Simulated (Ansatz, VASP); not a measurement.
Two plane-wave programs on BN

File INCAR:

```
SYSTEM = BN
PREC     = Accurate       ! precision mode
ENCUT    = 600            ! plane-wave cutoff, eV
EDIFF    = 1E-7           ! SCF threshold, eV
ISMEAR   = 0              ! smearing method
SIGMA    = 0.1            ! smearing width, eV
LREAL    = .False.        ! projectors in reciprocal space
LASPH    = .True.         ! aspherical terms in the spheres
NELM     = 80             ! most SCF steps
ALGO     = Normal         ! electronic algorithm
ISIF     = 3              ! what is computed and relaxed
LWAVE    = .False.        ! write WAVECAR
LCHARG   = .False.        ! write CHGCAR
GGA      = PE             ! functional
IBRION   = 2              ! ionic algorithm
NSW      = 80             ! ionic steps
EDIFFG   = -0.05          ! ionic threshold
```

The input KPOINTS:

```
regular mesh
0
Gamma
  8 8 8
  0 0 0
```

Contents of POSCAR:

```
BN
1.0
    0.0000000000      1.9980130147      1.9980130147
    1.9980130147      0.0000000000      1.9980130147
    1.9980130147      1.9980130147      0.0000000000
B N
1 1
Direct
    0.0000000000      0.0000000000      0.0000000000
    0.2500000000      0.2500000000      0.2500000000
```

Input for Ansatz:

```yaml
crystal:
  lattice:
    - [0.0, 1.9980130147, 1.9980130147]
    - [1.9980130147, 0.0, 1.9980130147]
    - [1.9980130147, 1.9980130147, 0.0]
  atoms:
    - { symbol: B, position: [0.0, 0.0, 0.0] }
    - { symbol: "N", position: [0.25, 0.25, 0.25] }
basis:
  ecutwfc: 420
kpoints:
  mp_grid: { grid: [8, 8, 8] }
hamiltonian:
  xc: pbe
scf:
  occupations: { method: gaussian, width: 0.1 }
output:
  forces: true
  stress: true
  eigenvalues: true
relax:
  adjacent_minimum: "off"
  f_tol: 0.05
  max_steps: 60
  cell: { stress_tol: 0.5 }
```

Alike in both runs: task relaxation of cell and atoms; functional PBE; k mesh 8 × 8 × 8; occupations gaussian, width 0.1 eV; no spin polarisation.

|  | VASP | Ansatz |
| --- | --- | --- |
| version | VASP 6.6.1 | Ansatz 0.2.0 |
| potentials or method | VASP PAW PBE potentials, release 64 (B, N) | scalar-relativistic, plane waves, PAW |
| plane-wave cutoff (eV) | 600 | 420 |
| valence electrons in the cell | 8 | 8 |

|  | VASP | Ansatz | Ansatz less VASP |
| --- | --- | --- | --- |
| gap on the k mesh at the Fermi level, each at its own relaxed structure (eV) | 4.45 | 4.46 | +0.014 |
| relaxed volume (Å³/atom) | 5.96 | 5.95 | -0.006 |
| relaxed cell length with the largest relative difference (Å) | 2.564 | 2.563 | -0.0008 |
| energy change over the relaxation (meV/atom) | -503 | -499 | +3.8 |

Caveats: the volume moved by over 15 % at a fixed basis, so the end points are rough (VASP). A k mesh can miss the band edges.
